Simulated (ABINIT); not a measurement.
# Mo (P-1) in ABINIT: convergence with pawecutdg

Aim: find how far pawecutdg must go before the results for Mo settle, at PBEsol. This setting moves, with any that are tied to it; all else stays.

All numbers are computed with ABINIT 10.8.3 (patched build); they aren't measurements. Logs are shortened: lines on timing, memory, paths and dates and some standing lists are left out, and cuts for length are marked. The log counts tension as positive stress, the text compression.

### Step 1. The cell of the first run

The typed cell holds 1 atom: a = 2.754 Å, b = 2.720 Å, c = 2.713 Å, α = 107.33°, β = 109.72°, γ = 110.01°.

The cell isn't the ideal one: cell strained at random at fixed volume.

### Step 2. With pawecutdg 15 Ha

The input, run.abi:

```
pp_dirpath "./"
pseudos "Mo.LDA_PW-JTH.xml"

acell 3*1.0
rprim
    -3.0129585461     3.0071136232     2.9943390746
     3.0469679472    -2.9159607939     2.9371937566
     3.0360113151     2.9390116731    -2.9031843555
ntypat 1
znucl 42
natom 1
typat 1
xred
    -0.0048930000    -0.0285050000    -0.0279780000
chkprim 0
chksymtnons 0
tolsym 1.0e-6

ecut 408.170794 eV
pawecutdg 15.0
pawxcdev 0

kptopt 1
ngkpt 12 12 12
nshiftk 1
shiftk 0.0 0.0 0.0

ixc -116133

nband 11
occopt 3
tsmear 0.05 eV

nstep 100
tolvrs 1.0e-9

iomode 3
prtwf 0
prtden 0
prteig 0
prtebands 0
enunit 2
```

Potentials or basis: JTH PAW LDA v2.0.

Started as:

```bash
> abinit run.abi > log 2>&1
```

It took 0.1 s on 1 thread of Arm Neoverse V2, shared host; peak memory 0.06 GiB.

The program refused the input.

### Step 3. With pawecutdg 18

Edit run.abi of step 2 so:

```diff
@@ -19,3 +19,3 @@
 ecut 408.170794 eV
-pawecutdg 15.0
+pawecutdg 18.0
 pawxcdev 0
```

Potentials or basis: JTH PAW LDA v2.0.

Started as:

```bash
> abinit run.abi > log 2>&1
```

Wall time 51 s (1 thread of Arm Neoverse V2, shared host); peak memory 0.19 GiB.

Results (log left out):

* Free energy: -1874.0203 eV
* Pressure: -9.4 GPa
* Band gap on the k mesh: none (metal or under the smearing width)
* Valence electrons inside the program's atomic spheres: Mo 11.25 (radii [1.1681] Å)

### Step 4. With pawecutdg 22.5

Edit run.abi of step 3 so:

```diff
@@ -19,3 +19,3 @@
 ecut 408.170794 eV
-pawecutdg 18.0
+pawecutdg 22.5
 pawxcdev 0
```

Started as:

```bash
> abinit run.abi > log 2>&1
```

Run time: 52 s. Hardware: 1 thread of Arm Neoverse V2, shared host; peak memory 0.19 GiB.

Results (log left out):

* Free energy: -1874.0201 eV
* Pressure: -9.5 GPa
* Band gap on the k mesh: none (metal or under the smearing width)
* Valence electrons inside the program's atomic spheres: Mo 11.26 (radii [1.1681] Å)

### Step 5. With pawecutdg 27

Edit run.abi of step 4 so:

```diff
@@ -19,3 +19,3 @@
 ecut 408.170794 eV
-pawecutdg 22.5
+pawecutdg 27.0
 pawxcdev 0
```

Started as:

```bash
> abinit run.abi > log 2>&1
```

Wall time 52 s (1 thread of Arm Neoverse V2, shared host); peak memory 0.19 GiB.

Results (log left out):

- Free energy: -1874.0200 eV
- Pressure: -9.5 GPa
- Band gap on the k mesh: none (metal or under the smearing width)
- Valence electrons inside the program's atomic spheres: Mo 11.25 (radii [1.1681] Å)

### Step 6. With pawecutdg 33

Edit run.abi of step 5 so:

```diff
@@ -19,3 +19,3 @@
 ecut 408.170794 eV
-pawecutdg 27.0
+pawecutdg 33.0
 pawxcdev 0
```

Potentials or basis: JTH PAW LDA v2.0.

Started as:

```bash
> abinit run.abi > log 2>&1
```

Wall time 52 s (1 thread of Arm Neoverse V2, shared host); peak memory 0.2 GiB.

Results (log left out):

- Free energy: -1874.0201 eV
- Pressure: -9.5 GPa
- Band gap on the k mesh: none (metal or under the smearing width)
- Valence electrons inside the program's atomic spheres: Mo 11.26 (radii [1.1681] Å)

### Step 7. With pawecutdg 40.5

Edit run.abi of step 6 so:

```diff
@@ -19,3 +19,3 @@
 ecut 408.170794 eV
-pawecutdg 33.0
+pawecutdg 40.5
 pawxcdev 0
```

Started as:

```bash
> abinit run.abi > log 2>&1
```

Wall time 52 s (1 thread of Arm Neoverse V2, shared host); peak memory 0.2 GiB.

The run converged. Its results:

```yaml
Free_energy: -1874.0201 eV
Pressure: -9.5 GPa
Band_gap_on_the_k_mesh: none (metal or under the smearing width)
Valence_electrons_inside_the_program's_atomic_spheres: Mo 11.26 (radii [1.1681] Å)
```

### Step 8. With pawecutdg 49.5

Edit run.abi of step 7 so:

```diff
@@ -19,3 +19,3 @@
 ecut 408.170794 eV
-pawecutdg 40.5
+pawecutdg 49.5
 pawxcdev 0
```

Potentials or basis: JTH PAW LDA v2.0.

Started as:

```bash
> abinit run.abi > log 2>&1
```

run.abo:

```text
.Version 10.8.3 of ABINIT
 Symmetries : space group P-1 (#  2); Bravais aP (primitive triclinic)
================================================================================
 Values of the parameters that define the memory need of the present run
     intxc =       0    ionmov =       0      iscf =      17    lmnmax =      18
     lnmax =       6     mgfft =      20  mpssoang =       3    mqgrid =    3001
     natom =       1  nloc_mem =       2    nspden =       1   nspinor =       1
    nsppol =       1      nsym =       2    n1xccc =       1    ntypat =       1
    occopt =       3   xclevel =       2
       mpw =         314          nfft =        6480          nkpt =         868
 PAW method is used; the additional fine FFT grid is defined by:
   mgfftf=        36    nfftf =     46656
================================================================================
================================================================================

--------------------------------------------------------------------------------
------------- Echo of variables that govern the present computation ------------
--------------------------------------------------------------------------------
 -outvars: echo values of preprocessed input variables --------
            acell      1.0000000000E+00  1.0000000000E+00  1.0000000000E+00 Bohr
              amu      9.59400000E+01
          chkprim           0
      chksymtnons           0
             ecut      1.50000000E+01 Hartree
           enunit           2
                       outvar_i_n : Printing only first  50 k-points.
              ixc     -116133
                       outvar_i_n : Printing only first  50 k-points.
         kptrlatt       12    0    0      0   12    0      0    0   12
          kptrlen      6.15210798E+01
            natom           1
            nband          11
            ngfft          20      18      18
          ngfftdg          36      36      36
             nkpt         868
            nstep         100
             nsym           2
           ntypat           1
                       prtocc : prtvol=0, do not print more k-points.
           occopt           3
        pawecutdg      4.95000000E+01 Hartree
         pawxcdev           0
           prtden           0
        prtebands           0
           prteig           0
            prtwf           0
            rprim     -3.0129585461E+00  3.0071136232E+00  2.9943390746E+00
                       3.0469679472E+00 -2.9159607939E+00  2.9371937566E+00
                       3.0360113151E+00  2.9390116731E+00 -2.9031843555E+00
          spgroup           2
           tolsym      1.00000000E-06
           tolvrs      1.00000000E-09
           tsmear      1.83746611E-03 Hartree
            typat      1
           useylm           1
                       outvars : Printing only first  50 k-points.
           xangst     -8.3108836561E-02 -7.3142943460E-03 -9.0757687003E-03
            xcart     -1.5705293974E-01 -1.3822013118E-02 -1.7150717226E-02
             xred     -4.8930000000E-03 -2.8505000000E-02 -2.7978000000E-02
            znucl       42.00000

================================================================================
[... 101 lines left out ...]

 ----iterations are completed or convergence reached----

 Mean square residual over all n,k,spin=   71.509E-08; max=  58.406E-05
 reduced coordinates (array xred) for    1 atoms
      -0.004893000000     -0.028505000000     -0.027978000000
 rms dE/dt=  0.0000E+00; max dE/dt=  0.0000E+00; dE/dt below (all hartree)
    1       0.000000000000      0.000000000000      0.000000000000

 cartesian coordinates (angstrom) at end:
    1     -0.08310883656080    -0.00731429434599    -0.00907576870034

 cartesian forces (hartree/bohr) at end:
    1     -0.00000000000000    -0.00000000000000    -0.00000000000000
 frms,max,avg= 0.0000000E+00 0.0000000E+00   0.000E+00  0.000E+00  0.000E+00 h/b

 cartesian forces (eV/Angstrom) at end:
    1     -0.00000000000000    -0.00000000000000    -0.00000000000000
 frms,max,avg= 0.0000000E+00 0.0000000E+00   0.000E+00  0.000E+00  0.000E+00 e/A
 length scales=  1.000000000000  1.000000000000  1.000000000000 bohr
              =  0.529177210544  0.529177210544  0.529177210544 angstroms
 Fermi (or HOMO) energy (hartree) =   0.49248   Average Vxc (hartree)=  -0.46709
 Eigenvalues (hartree) for nkpt= 868  k points:
 kpt#   1, nband= 11, wtk=  0.00058, kpt=  0.0000  0.0000  0.0000 (reduced coord)
  -1.75500   -0.77587   -0.77410   -0.77265    0.22841    0.43319    0.44707    0.45498
   0.54751    0.56092    1.02915
      occupation numbers for kpt#   1
   2.00000    2.00000    2.00000    2.00000    2.00000    2.00000    2.00000    2.00000
   0.00000    0.00000    0.00000
 prteigrs : prtvol=0 or 1, do not print more k-points.

 Fermi (or HOMO) energy (eV) =  13.40097   Average Vxc (eV)= -12.71027
 Eigenvalues (   eV  ) for nkpt= 868  k points:
 kpt#   1, nband= 11, wtk=  0.00058, kpt=  0.0000  0.0000  0.0000 (reduced coord)
 -47.75611  -21.11245  -21.06435  -21.02476    6.21532   11.78759   12.16531   12.38053
  14.89850   15.26330   28.00447
 prteigrs : prtvol=0 or 1, do not print more k-points.

--- !EnergyTerms
iteration_state     : {dtset: 1, }
comment             : Components of total free energy in Hartree
kinetic             :  9.59810712501421E+00
hartree             :  1.02710460391264E+01
xc                  : -3.82695121314291E+00
Ewald energy        : -5.95735689606421E+01
psp_core            :  3.54366959092959E+00
local_psp           : -3.72873911001852E+01
PAW spherical_terms :  8.40621017778453E+00
internal            : -6.88688783411155E+01
'-kT*entropy'       : -9.08560757132281E-05
total_energy        : -6.88689691971912E+01
total_energy_eV     : -1.87402012118734E+03
...

--- !EnergyTermsDC
iteration_state     : {dtset: 1, }
comment             : '"Double-counting" decomposition of free energy'
band_energy         : -5.93353234441236E+00
Ewald energy        : -5.95735689606421E+01
psp_core            :  3.54366959092959E+00
xc_dc               : -9.09349928556386E+00
PAW spherical_terms :  2.18805218769205E+00
internal            : -6.88688788119967E+01
'-kT*entropy'       : -9.08560757132281E-05
total_energy_dc     : -6.88689696680724E+01
total_energy_dc_eV  : -1.87402013400067E+03
...

--- !EnergyTermsWithPAWCore
iteration_state     : {dtset: 1, }
comment             : 'Components of total free energy, including PAW core contributions'
Total energy        : -4.04686067912411E+03
Total energy DC     : -4.04686067959499E+03
Total energy (eV)   : -1.10120689023319E+05
Total energy DC (eV): -1.10120689036132E+05
...

 Cartesian components of stress tensor (hartree/bohr^3)
  sigma(1 1)=  5.02930836E-04  sigma(3 2)=  1.04855795E-04
  sigma(2 2)=  2.49430820E-04  sigma(3 1)=  4.14265773E-05
  sigma(3 3)=  2.18837956E-04  sigma(2 1)=  2.73408492E-05

-Cartesian components of stress tensor (GPa)         [Pressure= -9.5246E+00 GPa]
- sigma(1 1)=  1.47967361E+01  sigma(3 2)=  3.08496401E+00
- sigma(2 2)=  7.33850810E+00  sigma(3 1)=  1.21881198E+00
- sigma(3 3)=  6.43843494E+00  sigma(2 1)=  8.04395555E-01

== END DATASET(S) ==============================================================
================================================================================

 -outvars: echo values of variables after computation  --------
            acell      1.0000000000E+00  1.0000000000E+00  1.0000000000E+00 Bohr
           etotal     -6.8868969668E+01
            fcart     -0.0000000000E+00 -0.0000000000E+00 -0.0000000000E+00
            rprim     -3.0129585461E+00  3.0071136232E+00  2.9943390746E+00
                       3.0469679472E+00 -2.9159607939E+00  2.9371937566E+00
                       3.0360113151E+00  2.9390116731E+00 -2.9031843555E+00
           strten      5.0293083600E-04  2.4943082038E-04  2.1883795565E-04
                       1.0485579547E-04  4.1426577301E-05  2.7340849184E-05
           xangst     -8.3108836561E-02 -7.3142943460E-03 -9.0757687003E-03
             xred     -4.8930000000E-03 -2.8505000000E-02 -2.7978000000E-02
 Calculation completed.
```

Wall time 52 s (1 thread of Arm Neoverse V2, shared host); peak memory 0.21 GiB.

Results:

- Free energy: -1874.0201 eV
- Pressure: -9.5 GPa
- Band gap on the k mesh: none (metal or under the smearing width)
- Valence electrons inside the program's atomic spheres: Mo 11.26 (radii [1.1681] Å)

### Step 9. The series at a glance

```csv
pawecutdg,"energy less the tightest run, at zero smearing (meV/atom)",pressure (GPa),SCF cycles,CPU time (s),peak memory (GiB)
15 Ha,refused,-,-,-,-
18,-0.15,-9.44,9,51,0.19
22.5,0.00,-9.51,9,52,0.19
27,0.11,-9.53,9,52,0.19
33,0.08,-9.52,9,52,0.2
40.5,0.04,-9.52,9,52,0.2
49.5,0.00,-9.52,9,52,0.21
```

Against the tightest run, the energy stays within 1 meV/atom from 18 on; the pressure stays within 0.1 GPa from 18 on. The tightest run that finished is the yardstick and may itself not be fully converged.

Caveats: the PAW data sets were made with another functional, which shifts forces and pressure a little.
